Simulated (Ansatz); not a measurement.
Method: Ansatz, DFT PBE, scalar-relativistic, plane waves, PAW. All cells share a 420 eV cutoff and Γ-centred k meshes spaced at most about 0.3 Å⁻¹ (about 0.25 or finer for metals, 2π included). No spin polarisation.

Each guess is relaxed in cell and atoms at zero pressure, on a coarse mesh first where it starts far from rest and then on a converged one. The steps can't lower the symmetry of the start, but it can rise. Energies are static (0 K, no zero-point motion).

Two unrelaxed guesses for TiH₄:

Guess 1.

Space group P6/mmm (No. 191). a = 2.905 Å, b = 2.905 Å, c = 6.275 Å, α = 90.00°, β = 90.00°, γ = 120.00°
| atom | site | symmetry | x | y | z |
| --- | --- | --- | --- | --- | --- |
| Ti | 1a | 6/mmm | 0.0000 | 0.0000 | 0.0000 |
| H | 4h | 3m. | 0.3333 | 0.6667 | 0.2500 |

Guess 2.

Space group Im-3m (No. 229). a = 4.506 Å, b = 4.506 Å, c = 4.506 Å, α = 90.00°, β = 90.00°, γ = 90.00°
```
atom  site  symmetry       x       y       z
  Ti    2a      m-3m  0.0000  0.0000  0.0000
   H    8c      .-3m  0.2500  0.2500  0.2500
```

Problem. Do they relax into the same structure? If not, which is lower?

Solution. No. Guess 1 ends lower, by 194 meV/atom. Guess 1: P6/mmm at 9.2 Å³/atom → P6/mmm at 6.2 Å³/atom; Guess 2: Im-3m at 9.1 Å³/atom → Im-3m at 7.8 Å³/atom. Counting H atoms around Ti (those within 1.25 times the shortest such distance or 1.15 times the sum of covalent radii), the end of guess 1 has Ti 12 and the end of guess 2 has Ti 8. End of guess 1. Conventional cell: a = 2.921 Å, c = 4.172 Å. Ti is surrounded by 12 H at 1.97 Å and 6 Ti at 2.92 Å; H has 3 H at 1.69 Å, 3 Ti at 1.97 Å and 2 H at 2.04–2.13 Å. End of guess 2. Conventional cell: a = 4.264 Å. Around Ti lie 8 H at 1.85 Å; around H lie 2 Ti at 1.85 Å and 6 H at 2.13 Å.

Cells without such a test can be saddle points. Shaken at random and relaxed again, the end of guess 1 came back. Neither end is the lowest form computed: that has space group C2/m (No. 12) and lies 108 meV/atom below the better end. With hydrogen, zero-point motion can shift such differences by 10 meV/atom or more. Some types were kept out of the candidates beforehand, so the set may lack a known form.
